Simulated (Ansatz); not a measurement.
# The graphene bilayer (AB) under a gate, part 2 of 2

How does the graphene bilayer (AB) take up charge from its gate?

Ansatz 0.2.0; plane-wave DFT, PBE-D3(BJ), Ansatz PAW.

So far. Step 10 (Gated layer, added electrons -6×10¹³ per cm²): Against the uncharged case this takes -4.94 V.

## (11) Gated layer, added electrons -10×10¹³ per cm² (continued)

The density of states has structure finer than the step of the table below, so its rows give means over 0.2 eV, whole bins alone (the curve runs from -3 to 1.99 eV). Peaks (eV: height): -2.05: 1.07, -1.47: 1.13.

The density of states by energy, zero at the Fermi level; means over each step:

energy (eV), density of states (states/eV a cell) and a bar:
```
     -2.8       1.11 ##############################
     -2.6       0.93 #########################
     -2.4       0.94 #########################
     -2.2       0.87 #######################
     -2.0       0.91 ########################
     -1.8       0.77 #####################
     -1.6       0.80 #####################
     -1.4       0.84 #######################
     -1.2       0.58 ################
     -1.0       0.46 ############
     -0.8       0.38 ##########
     -0.6       0.31 ########
     -0.4       0.25 #######
     -0.2       0.20 #####
      0.0       0.15 ####
      0.2       0.10 ###
      0.4       0.09 ###
      0.6       0.00 
      0.8       0.08 ##
      1.0       0.09 ##
      1.2       0.14 ####
      1.4       0.21 ######
      1.6       0.29 ########
      1.8       0.42 ###########
```

Against the uncharged case this takes -8.03 V.

## (12) The series together

This step: plane-wave DFT, PBE-D3(BJ), Ansatz PAW; charging by gates (Ansatz 0.2.0).

The potential behind each gate is read from every run and counted from the uncharged case.

Voltage on the gate against the layer's Fermi level, from the uncharged case. Gate voltage against added electrons:

```tsv
added electrons (10¹³ per cm²)	gate voltage (V)
-10.00	-8.03
-6.00	-4.94
-3.00	-2.58
-1.00	-0.923
0.00	0
1.00	0.941
3.00	2.58
6.00	4.88
10.00	7.84
```

Charge step over voltage step between neighbouring densities. The total capacitance by added electrons:

```tsv
added electrons (10¹³ per cm²)	total capacitance (µF/cm²)
-8.00	2.07
-4.50	2.04
-2.00	1.94
-0.50	1.74
0.50	1.70
2.00	1.95
4.50	2.09
8.00	2.17
```

Work function of the face away from the gate. Work function of the far face against added electrons:

```tsv
added electrons (1e13 /cm²)	work function of the far face (eV)
-10.00	4.62
-6.00	4.57
-3.00	4.50
-1.00	4.40
0.00	4.27
1.00	4.12
3.00	4.01
6.00	3.94
10.00	3.89
```

By hand: 10¹³ electrons per cm² are 0.001 e/Å², which by Gauss's law end a field of 0.181 V/Å. At 10×10¹³ holes per cm² the field towards a gate is 1.810 V/Å, which over the 5 Å from the outer atoms would drop 9.05 V; the run needs 8.03 V.

## (13) Varying the input

This step: plane-wave DFT, PBE-D3(BJ), Ansatz PAW (Ansatz 0.2.0).

A run with a changed input: it repeats the earlier run at 1 × 10¹³ added electrons per cm² with kpoints.mp_grid.grid from [114, 114, 1] to [39, 39, 1], scf.mixing.algorithm to msr1, scf.mixing.beta to 0.1 and scf.mixing.ndim to 16.

File input.yaml:

```yaml
crystal:
  lattice:
    - [2.4653622414, 0.0, 0.0]
    - [-1.2326811207, 2.1350663306, 0.0]
    - [0.0, 0.0, 36.8027371225]
  atoms:
    - { symbol: C, position: [0.6666666667, 0.3333333333, 0.4537840015] }
    - { symbol: C, position: [0.3333333333, 0.6666666667, 0.4537705971] }
    - { symbol: C, position: [0.0, 0.0, 0.5462294029] }
    - { symbol: C, position: [0.6666666667, 0.3333333333, 0.5462159985] }
  periodic: [true, true, false]
  symmetry: { detect: true }
total_charge: -0.005264
kpoints:
  mp_grid: { grid: [39, 39, 1] }
hamiltonian:
  xc: pbe
  dispersion: d3bj
scf:
  occupations: { method: fermi_dirac, width: 0.02585 }
  convergence: { dr2_threshold: 1.0e-10 }
  mixing: { algorithm: msr1, beta: 0.1, ndim: 16 }
output:
  forces: true
  eigenvalues: true
  write_potential: true
  write_density: true
  volumetric_format: npy
external_charges:
  - { charge: 0, barrier: 10, axis: 3, height: 23.603, sigma: 0.25 }
  - { charge: 0.005264, axis: 3, height: 25.103, sigma: 0.5 }
```

Started as:

```bash
> ansatz run input.yaml --threads 4 --pin off --max-ram 16384MiB --backend cpu --events-out ev --progress --plain --runs-dir out
```

Wall time 27 s (4 threads of Arm Neoverse N1, shared host); peak memory 0.66 GiB.

```tsv
quantity	this run	earlier run	difference
potential beyond the upper barrier and gate, less the barrier, from the Fermi level (eV)	3.260	3.320	-0.060
```

It moves by -0.0602 eV.

The change shows in the results, which are not taken further.

## (14) Varying the input

An input spoilt on purpose, to show how the run answers: it repeats the earlier run at 1 × 10¹³ added electrons per cm² with crystal.atoms[0].spin to 2.0, and scf.max_iter set to 80.

input.yaml, the sections that differ from step 13:

```yaml
crystal:
  lattice:
    - [2.4653622414, 0.0, 0.0]
    - [-1.2326811207, 2.1350663306, 0.0]
    - [0.0, 0.0, 36.8027371225]
  atoms:
    - { symbol: C, position: [0.6666666667, 0.3333333333, 0.4537840015], spin: 2.0 }
    - { symbol: C, position: [0.3333333333, 0.6666666667, 0.4537705971] }
    - { symbol: C, position: [0.0, 0.0, 0.5462294029] }
    - { symbol: C, position: [0.6666666667, 0.3333333333, 0.5462159985] }
  periodic: [true, true, false]
  symmetry: { detect: true }
kpoints:
  mp_grid: { grid: [114, 114, 1] }
scf:
  occupations: { method: fermi_dirac, width: 0.02585 }
  convergence: { dr2_threshold: 1.0e-10 }
  max_iter: 80
# total_charge, hamiltonian, output, external_charges: as in step 13
```

The job ended after 0.04 s (4 threads; peak memory 0.033 GiB).

The program refused the input before any cycle.

The program's message: “Error: inconsistent input (magnetization.spin_polarized): false but per-atom `spin:`, `per_species`, `initial_magnetization`, `magnetic_field`, or `spin_locking` is set”

The fault put into the input: a moment without spin polarisation.

## (15) Summary of results

| Item | Value |
| --- | --- |
| gap with uncharged gates | none |
| gate voltage at 10×10¹³ holes per cm² | -8.03 V |
| gate voltage at 10×10¹³ electrons per cm² | +7.84 V |
| total capacitance near 8×10¹³ holes per cm² | 2.07 µF/cm² |

**Reading.** Putting 10×10¹³ holes per cm² on the layer takes -8.03 V on the gate; how far the Fermi level moves against the bands is taken for single layers without spin and with an even electron count alone. Plates 5 Å apart would give 1.77 µF/cm² in vacuum; the computed total runs from 1.7 to 2.17 µF/cm². A value over that of the plates means that the screening charge has its centre outside the outer atoms; a low density of states works the other way. Few carriers sample few k-points, so the slopes at the lowest densities depend on the mesh and on the temperature. The gates are charged sheets behind model barriers, not atoms.

[Logs are printed without paths, hosts, clocks, repeated set-up lines and the standing remarks that a program may print on its own settings, such as how far it seeks lower states.]

[Hosts, paths, dates, database ids (printed as entryN), source tags and the programs' standing remarks are cut or masked in the printed files.]

[Maps of the electrostatic potential energy from Ansatz leave out the sawtooth potential of an applied field or a dipole correction, so their vacuum need not be flat; planar profiles and work functions include it.]

[The density of states shown here was stored with 400 of the rows of the run's finer table, so its peaks can read low, often by over a quarter, or be missed, and its means over a window can be off by a tenth or more.]
